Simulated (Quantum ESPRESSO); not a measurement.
**Ti: zone-centre phonons under several settings**

```
Ti
1.0
     2.95000    0.00000    0.00000
    -1.47500    2.55477    0.00000
     0.00000    0.00000    4.68000
Ti
2
Direct
  0.66667 0.33333 0.75000
  0.33333 0.66667 0.25000
```

All runs used Quantum ESPRESSO 7.5; potentials GBRV 1.5 LDA; k mesh 10 × 10 × 6; no spin polarisation; cutoff 612 eV; occupations cold, width 0.2 eV.

```csv
level,geometry,volume (Å³/atom),pressure (GPa),lowest optical mode without the field (cm⁻¹),highest optical mode without the field (cm⁻¹)
LDA,relaxed at 0 GPa,16.10,0.0,114,212
LDA,relaxed at 3 GPa,?,3.0,?,?
LDA,relaxed at 8 GPa,15.21,8.0,104,252
LDA,relaxed at 15 GPa,14.57,15.0,94,283
```

Question: What stands in the row left open?

Answer: Volume 15.74 Å³/atom; lowest optical mode without the field 111 cm⁻¹; highest optical mode without the field 227 cm⁻¹.

Caveats: the mesh is thin for the phonons of a metal; the cell is more than 3 GPa from zero pressure, which shifts response properties (some runs); the volume moved by over 15 % at a fixed basis, so the end points are rough (some runs).

For the row left open. Caveat: the mesh is thin for the phonons of a metal; the cell is more than 3 GPa from zero pressure, which shifts response properties.
